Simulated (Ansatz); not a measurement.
# Bi (Im-3m) in Ansatz: settings compared

One crystal, Bi, is run at these levels: RPBE-LYP, PBE+D3(BJ)+ATM; tasks: atomic charges, single point.

Everything below comes from runs of Ansatz 0.2.0. Logs are shortened: lines on timing, memory, paths and dates and some standing lists are left out, and cuts for length are marked.

**1. The crystal as given**

It takes space group Im-3m (No. 229, cubic). The conventional cell has a = 3.963 Å, b = 3.963 Å, c = 3.963 Å, α = 90.00°, β = 90.00°, γ = 90.00°. Around Bi (site symmetry m-3m) lie 8 Bi at 3.43 Å.

This isn't the form of Bi at room conditions, which is rhombohedral.

**2. Atomic charges, RPBE-LYP, collinear spin, program default start, total moment locked**

File input.yaml:

```yaml
crystal:
  lattice:
    - [-1.9814305318, 1.9814305318, 1.9814305318]
    - [1.9814305318, -1.9814305318, 1.9814305318]
    - [1.9814305318, 1.9814305318, -1.9814305318]
  atoms:
    - { symbol: Bi, position: [0.0, 0.0, 0.0] }
kpoints:
  mp_grid: { grid: [9, 9, 9] }
scf:
  occupations: { method: fermi_dirac, width: 0.1 }
hamiltonian:
  xc: { exchange: rpbe, correlation: lyp }
  pseudopotentials:
    kind: all_electron
    lapw: { basis_error: 0.001 }
    relativity: none
magnetization:
  spin_polarized: true
  initial_magnetization: 0.0
  spin_locking: { lock_magnetization: hard }
output:
  forces: true
  stress: true
  eigenvalues: true
  populations: true
basis:
  xc_grid: 3
```

Potentials or basis: all-electron LAPW, non-relativistic.

Started as:

```sh
ansatz run input.yaml --threads 1 --pin off --max-ram 2560MiB --backend cpu --events-out ev --progress --plain --runs-dir out
```

The log of the run:

```text
Warning: RAYON_NUM_THREADS=1 ignored (pool sized by the plan → 1); use --threads N
Bi: projections on atomic orbitals take those of the free atom 1s2 2s2 2p6 3s2 3p6 3d10 4s2 4p6 4d10 4f14 5s2 5p6 5d10 6s2 6p3, of charge +0.00 (hamiltonian.pseudopotentials.projection_atoms)
LAPW: plane waves up to 6.447 Å⁻¹, error target 1.0e-3 eV per atom; Bi in spheres of 1.716 Å, 37 of its electrons in bands, Dirac shells [] (how accurate: hamiltonian.pseudopotentials.lapw.basis_error, Limitations)
Engine: ansatz 0.2.0, x86_64-unknown-linux-gnu
Pseudopotentials: kind: all_electron
Pseudopotential: Bi, LAPW, valence charge 37, lapw/all_electron/none/Bi, Schrödinger's equation, point nucleus
Functional definition: unnamed
  exchange = rpbe_x
  correlation = lyp_c
Crystal: 1 atoms, lattice volume = 31.117 Å³
Basis set: ecut = 158.36991253412882 eV, 141 PW (Γ), exchange–correlation at level 3
Bands: 23, of which v1, the nominal top of the filled ones, is band 19 counted from 1 (18 counted from 0)
Symmetry: 48 space group operations
Space group: Im-3m (ITA 229), of the structure as read, at distance tolerance 3.1e-5 Å
k-points: 35 of 729
Non-local potential: Bi, projectors of the file, none
Initial density: superposition of atomic densities (chi_scale 0.1, normalization cell)
Initial wavefunctions: plane waves of lowest kinetic energy (no species holds an atomic orbital)
Functional: x = rpbe, c = lyp
iter 1 solved again at ethr=1.95e-5 eV; its pass at ethr=1.00e-1 eV (dr2=7.21e-3 eV) is discarded
SCF iter   1: F=—  HF=-546926.186351 eV  |F-HF|=—  |Δ(HF+E_count)|=         —  Δρ=2.79e-3 (↑2.79e-3 ↓2.79e-3)  dr2=7.19e-3  dr2_m=0.00e0  M=0.000 μB ∫|m|=0.000 μB  β_m=0.30  ethr=1.95e-5  ⟨swp⟩=3.6  Hψ=5257  notcnv=0
preconditioner: auto → Kerker (q_TF=auto, 2.808 Å⁻¹)  [metal: Δε(μ)=0.205 eV  Ē_g=11.314 eV  σ=0.100 eV  W_gap=0.47  n_scr=12 (ndim 8)  ℏωp=14.9 eV  f_vac=0.000  D(μ)=0.51/eV (n_scr^D=0)]
spin=Collinear: Kerker preconditioning applied to the charge; magnetization (m = ρ↑ − ρ↓) channel mixes plain (no charge-response kernel on spin).
SCF iter   2: F=—  HF=-546926.186421 eV  |F-HF|=—  |Δ(HF+E_count)|=   7.00e-5  Δρ=2.34e-3 (↑2.34e-3 ↓2.34e-3)  dr2=5.34e-3  dr2_m=0.00e0  M=0.000 μB ∫|m|=0.000 μB  β_m=0.58  ethr=1.94e-5  ⟨swp⟩=2.0  Hψ=2344  notcnv=0
SCF iter   3: F=—  HF=-546926.190468 eV  |F-HF|=—  |Δ(HF+E_count)|=   4.05e-3  Δρ=1.17e-3 (↑1.17e-3 ↓1.17e-3)  dr2=1.54e-3  dr2_m=0.00e0  M=0.000 μB ∫|m|=0.000 μB  β_m=0.69  ethr=1.44e-5  ⟨swp⟩=3.0  Hψ=2425  notcnv=0
SCF iter   4: F=—  HF=-546926.192084 eV  |F-HF|=—  |Δ(HF+E_count)|=   1.62e-3  Δρ=4.72e-4 (↑4.72e-4 ↓4.72e-4)  dr2=2.91e-4  dr2_m=0.00e0  M=0.000 μB ∫|m|=0.000 μB  β_m=0.79  ethr=4.17e-6  ⟨swp⟩=3.0  Hψ=2438  notcnv=0
iter 5 solved again at ethr=7.26e-8 eV; its pass at ethr=7.87e-7 eV (dr2=2.69e-5 eV) is discarded
SCF iter   5: F=—  HF=-546926.192440 eV  |F-HF|=—  |Δ(HF+E_count)|=   3.56e-4  Δρ=1.25e-4 (↑1.25e-4 ↓1.25e-4)  dr2=2.69e-5  dr2_m=0.00e0  M=0.000 μB ∫|m|=0.000 μB  β_m=0.82  ethr=7.26e-8  ⟨swp⟩=2.0  Hψ=4078  notcnv=0
SCF iter   6: F=—  HF=-546926.192461 eV  |F-HF|=—  |Δ(HF+E_count)|=   2.11e-5  Δρ=5.67e-5 (↑5.67e-5 ↓5.67e-5)  dr2=5.86e-6  dr2_m=0.00e0  M=0.000 μB ∫|m|=0.000 μB  β_m=0.91  ethr=7.26e-8  ⟨swp⟩=3.0  Hψ=2440  notcnv=0
SCF iter   7: F=—  HF=-546926.192465 eV  |F-HF|=—  |Δ(HF+E_count)|=   3.75e-6  Δρ=1.74e-5 (↑1.74e-5 ↓1.74e-5)  dr2=5.59e-7  dr2_m=0.00e0  M=0.000 μB ∫|m|=0.000 μB  β_m=0.96  ethr=1.58e-8  ⟨swp⟩=3.0  Hψ=2441  notcnv=0
SCF iter   8: F=-546926.192465 eV  HF=-546926.192465 eV  |F-HF|=4.37e-8  |Δ(HF+E_count)|=   1.55e-7  Δρ=4.51e-6 (↑4.51e-6 ↓4.51e-6)  dr2=1.46e-8  dr2_m=0.00e0  M=0.000 μB ∫|m|=0.000 μB  ethr=1.51e-9  ⟨swp⟩=3.0  Hψ=2441  notcnv=0
SCF 1 converged in 8 iterations: F = -546926.192465 eV  dr2 = 1.46e-8
SCF converged after 8 iterations
Stability checked in part: among states of this total moment a probe did not find this state unstable; a lower state of another moment was not looked for (fixed_total_moment; see scf.lower_state_search)
Magnetization: 0.0000 μB (18.5000 up, 18.5000 down)
Absolute magnetization: 0.0000 μB (∫|ρ↑−ρ↓|)
Spin contamination: 0.0000 ħ² per cell (⟨S²⟩ above its minimum at these occupations)
Per-site moments (μB) at R_I (Å): [(0.0, 1.7159691508029682)]
Free energy (F): -546926.192465 eV
Harris-Foulkes:  -546926.192465 eV  (|F-HF|=4.37e-8)
Internal energy: -546926.174859 eV  (E = F + TS)
E sigma→0 (E₀):  -546926.183662 eV
Entropy (-TS):   -0.017607 eV (-17.607 meV/atom)
Fermi energy:    17.555350 (↑ 17.555350, ↓ 17.555350) eV
--- Per-component energies (eV) ---
  E_band       = -2763.200432
  E_kinetic    = 546825.523673
  E_xc         = -10062.056670
  E_electrostatic = -1083689.641861  (all electrons and nuclei)
  E_smearing   = -0.017607  (= −TS)
  E_closure    = 0.000000  (closes the sum)
  E_atoms      = -546923.769368  (free atoms, spherical and without spin; not in F)
  Σ components = -546926.192465   (vs F -546926.192465, Δ=0.00e0)
  Basis errors (estimates in eV, not in F): energy 2.4e-4 per atom: plane waves 2.4e-4 (1.2e-4 summed), levels above the bands 1.2e-46, relativity 0.0e0, radial functions 7.0e-6, core shells 6.4e-10; eigenvalues (radial functions only) 2.4e-5; not estimated: angular momenta, meshes, grids; target (lapw.basis_error) 1.0e-3; muffin-tin radii Bi 1.716 Å
--- Forces (eV/Å), atoms counted from 1 ---
  atom   1  Bi    -0.00000000     0.00000000     0.00000000
  max |Σ_I F_I| component: 5.09e-31 eV/Å
--- Stress (GPa, compression-positive) ---
        9.372685       0.000000       0.000000
        0.000000       9.372685      -0.000000
        0.000000      -0.000000       9.372685
  P = ⅓ Tr σ = 9.3727 GPa (93.727 kbar)
--- Band table (eV; the first three rows and the last of 70) ---
  k-point 0 ↑: bands = ["-151.4506", "-151.4506", "-151.4506", "-151.4502", "-151.4502", "-151.4502", "-151.4497", "-103.7574", "-67.8446", "-67.8446", "-67.8446", "-9.3064", "-9.3064", "-9.3064", "-9.2082", "-9.2082", "5.8954", "22.7879", "22.7879", "22.7879", "27.2373", "27.2373", "27.2373"]
  k-point 1 ↑: bands = ["-151.4506", "-151.4506", "-151.4506", "-151.4502", "-151.4502", "-151.4502", "-151.4497", "-103.7574", "-67.8450", "-67.8448", "-67.8446", "-9.3097", "-9.2997", "-9.2872", "-9.2122", "-9.2091", "6.1388", "21.1493", "22.0196", "22.5527", "25.9031", "26.1487", "27.0184"]
  k-point 2 ↑: bands = ["-151.4506", "-151.4506", "-151.4506", "-151.4502", "-151.4502", "-151.4502", "-151.4497", "-103.7573", "-67.8459", "-67.8452", "-67.8446", "-9.3182", "-9.2855", "-9.2383", "-9.2198", "-9.2114", "6.8677", "18.1103", "20.6865", "21.9534", "24.9398", "25.1388", "27.2665"]
  k-point 34 ↓: bands = ["-151.4506", "-151.4506", "-151.4506", "-151.4502", "-151.4502", "-151.4502", "-151.4497", "-103.7570", "-67.8471", "-67.8471", "-67.8471", "-9.3065", "-9.3034", "-9.1606", "-9.1606", "-9.1595", "12.8192", "15.5773", "15.5773", "15.6690", "20.4713", "21.1088", "31.1378"]
--- Löwdin populations: 1 site ---
  site symbol       q [e]    m [muB]
     0     Bi     82.9472     0.0000
  spilling = 0.000636 (of n_electrons = 83.000000)
```

Wall time 6.9 s (1 thread of Intel Xeon 6975P-C (Granite Rapids), shared host); peak memory 0.33 GiB.

What came out:

```
Free energy     : -546926.1925 eV
Absolute moment : 0.00 μB per cell
```

Caveat: relativity is left out, which matters for the heavier elements; spin-orbit coupling is left out, which moves the levels of the heavy elements; the total moment is fixed, so each spin has its own Fermi level.

**3. Single point, PBE+D3(BJ)+ATM, collinear spin, ferromagnetic start**

File input.yaml:

```yaml
crystal:
  lattice: { a: 3.96286106, b: 3.96286106, c: 3.96286106, alpha: 90.0, beta: 90.0, gamma: 90.0 }
  space_group: 229
  setting: { hermann_mauguin: Im-3m }
  reduce_to_primitive: true
  atoms:
    - { symbol: Bi, position: [0.0, 0.0, 0.0], spin: 0.5 }
kpoints:
  mp_grid: { grid: [9, 9, 9] }
scf:
  occupations: { method: tetrahedron }
  mixing: { algorithm: msr1, beta: 0.9 }
  lower_state_search: standard
hamiltonian:
  xc: pbe
  dispersion: d3bjatm
  pseudopotentials: { kind: all_electron, lapw: { basis_error: 0.0005 } }
magnetization:
  spin_polarized: true
output:
  forces: true
  stress: true
  eigenvalues: true
```

Potentials or basis: all-electron LAPW, scalar-relativistic.

Started as:

```sh
ansatz run input.yaml --threads 1 --pin off --max-ram 2560MiB --backend cpu --events-out ev --progress --plain --runs-dir out
```

Run time: 6.1 s. Hardware: 1 thread of Intel Xeon 6975P-C (Granite Rapids), shared host; peak memory 0.33 GiB.

It converged, with:

| Item | Value |
| --- | --- |
| Free energy | -585706.3255 eV |
| Pressure | -1.3 GPa |
| Band gap on the k mesh | none (metal or under the smearing width) |
| Net moment | 0.00 μB per cell |
| Absolute moment | 0.00 μB per cell |

Levels at points of the mesh, in eV from the Fermi level:
Spin up:
| k point | band 14 | band 15 | band 16 | band 17 | band 18 | band 19 | band 20 | band 21 | band 22 | band 23 |
| --- | --- | --- | --- | --- | --- | --- | --- | --- | --- | --- |
| (0.00, 0.00, 0.00) | -23.06 | -22.93 | -22.93 | -13.53 | 5.10 | 5.10 | 5.10 | 9.13 | 10.44 | 10.44 |
Spin down:
```
           k point  band 15  band 16  band 17  band 18  band 19  band 20  band 21  band 22
(0.00, 0.00, 0.00)   -22.93   -22.93   -13.53     5.10     5.10     5.10     9.13    10.44
```

Caveat: spin-orbit coupling is left out, which moves the levels of the heavy elements; pairwise dispersion overbinds metals, which lowers pressure and volume; with tetrahedron occupations forces and stress needn't match the slope of the energy; the starting moments weren't kept.
